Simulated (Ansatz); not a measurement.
**Re: stress in a strained cell**

Aim: deform Re (equal xx and yy strain of +2 %) and compute stress, forces and field gradients with LAPW, PAW and all-electron datasets made for the crystal.

Method: DFT PBE, scalar-relativistic, in Ansatz 0.2.0.

## 1. The starting structure

Symmetry: Fm-3m, No. 225, cubic system. Conventional cell: a = 3.950 Å, b = 3.950 Å, c = 3.950 Å, α = 90.00°, β = 90.00°, γ = 90.00°. Re (site symmetry m-3m) has 12 Re at 2.79 Å as nearest neighbours.

Structure file:

```
CELL_PARAMETERS angstrom
0.00000 1.97500 1.97500
1.97500 0.00000 1.97500
1.97500 1.97500 0.00000
ATOMIC_POSITIONS crystal
Re 0.00000 0.00000 0.00000
```

## 2. The deformed structure

Space group Fm-3m before, I4/mmm after.

## 3. LAPW, all electrons

The input, input.yaml:

```yaml
crystal:
  lattice:
    - [0.0, 2.0145, 1.975]
    - [2.0145, 0.0, 1.975]
    - [2.0145, 2.0145, 0.0]
  atoms:
    - { symbol: Re, position: [0.0, 0.0, 0.0] }
kpoints:
  mp_grid: { grid: [14, 14, 14] }
  band_path:
    path:
      - [0.0, 0.0, 0.0]
      - [0.0, 0.5, 0.5]
      - [0.25, 0.75, 0.5]
      - [0.0, 0.5, 0.0]
      - [0.0, 0.0, 0.0]
      - [0.5, 0.5, 0.0]
      - [0.38005, 0.61995, 0.0]
      - [-0.38005, 0.38005, 0.0]
      - [0.0, 0.0, 0.0]
    npoints: 5
scf:
  occupations: { method: fermi_dirac, width: 0.03 }
hamiltonian:
  xc: pbe
  pseudopotentials: { kind: all_electron, lapw: { basis_error: 0.001 } }
output:
  forces: true
  stress: true
  eigenvalues: true
```

On the command line:

```console
$ ansatz run input.yaml --threads 1 --pin off --max-ram 3072MiB --backend cpu --events-out ev --progress --plain --runs-dir out
```

## 4. PAW with frozen cores

The input, input.yaml:

```yaml
crystal:
  lattice:
    - [0.0, 2.0145, 1.975]
    - [2.0145, 0.0, 1.975]
    - [2.0145, 2.0145, 0.0]
  atoms:
    - { symbol: Re, position: [0.0, 0.0, 0.0] }
kpoints:
  mp_grid: { grid: [14, 14, 14] }
scf:
  occupations: { method: fermi_dirac, width: 0.03 }
hamiltonian:
  xc: pbe
  pseudopotentials: { kind: paw }
output:
  forces: true
  stress: true
  eigenvalues: true
  efg: { contact_densities: true }
```

## 5. Datasets made for this crystal

Edit input.yaml of step 4 so:

```diff
@@ -13,3 +13,3 @@
   xc: pbe
-  pseudopotentials: { kind: paw }
+  pseudopotentials: { kind: all_electron, datasets: crystal }
 output:
```

(Steps that only read results are left out.)

Before running it: what results should come out? Wanted: pressure; largest shear or deviatoric stress.

**Answer**, as computed:

| quantity | value |
| --- | --- |
| pressure | LAPW -20.58, PAW -20.71, crystal datasets -20.58 GPa |
| largest shear or deviatoric stress (LAPW) | 2.20 GPa |

In words: The largest part of the stress beyond the pressure is 2.20 GPa in size, in the zz component. No run of the undeformed cell stands beside it, so the pressure holds what the given cell had before the change. PAW: stress within 0.13 GPa of LAPW. Crystal datasets: stress within 0.01 GPa of LAPW. Spin-orbit coupling is left out, though the cell holds Re; in elements this heavy it can shift bands and gaps by tenths of an eV.
